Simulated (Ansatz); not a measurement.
Input of an Ansatz 0.2.0 run:

input.yaml

```yaml
crystal:
  lattice:
    - [-1.3843987196, 1.3843987196, 2.3112238365]
    - [1.3843987196, -1.3843987196, 2.3112238365]
    - [1.3843987196, 1.3843987196, -2.3112238365]
  atoms:
    - { symbol: Ga, position: [0.0, 0.0, 0.0] }
hamiltonian:
  xc: r2scan
  pseudopotentials: { kind: paw }
kpoints:
  mp_grid: { grid: [13, 13, 13] }
  band_path:
    path:
      - [[0.0, 0.0, 0.0], [0.0, 0.0, 0.5], [-0.1793941871, 0.1793941871, 0.5], [-0.3396970935, 0.3396970935, 0.3396970935], [0.0, 0.0, 0.0], [0.5, 0.5, -0.5], [0.3396970935, 0.6603029065, -0.3396970935], [0.0, 0.5, 0.0], [0.25, 0.25, 0.25], [0.5, 0.5, -0.1793941871], [0.5, 0.5, -0.5]]
      - [[0.0, 0.0, 0.5], [0.25, 0.25, 0.25]]
    npoints: 14
scf:
  occupations: { method: fermi_dirac, width: 0.05 }
  n_extra_bands: 6
output:
  forces: true
  stress: true
  eigenvalues: true
  fatbands: true
```

Potentials or basis: Ansatz PAW.

Command:

```console
$ ansatz run input.yaml --threads 2 --pin off --max-ram 5632MiB --backend cpu --events-out ev --progress --plain --runs-dir out
```

Estimate the pressure.

0.2 GPa.

Estimate the band gap on the k mesh.

none (metal or under the smearing width).

Stress tensor (GPa, compression positive):
```
0.15 0.00 0.00
0.00 0.15 0.00
0.00 0.00 0.31
```

Caveat: the PAW data sets come from PBE, with cores solved anew for the run's functional, which leaves a small shift of forces and pressure.
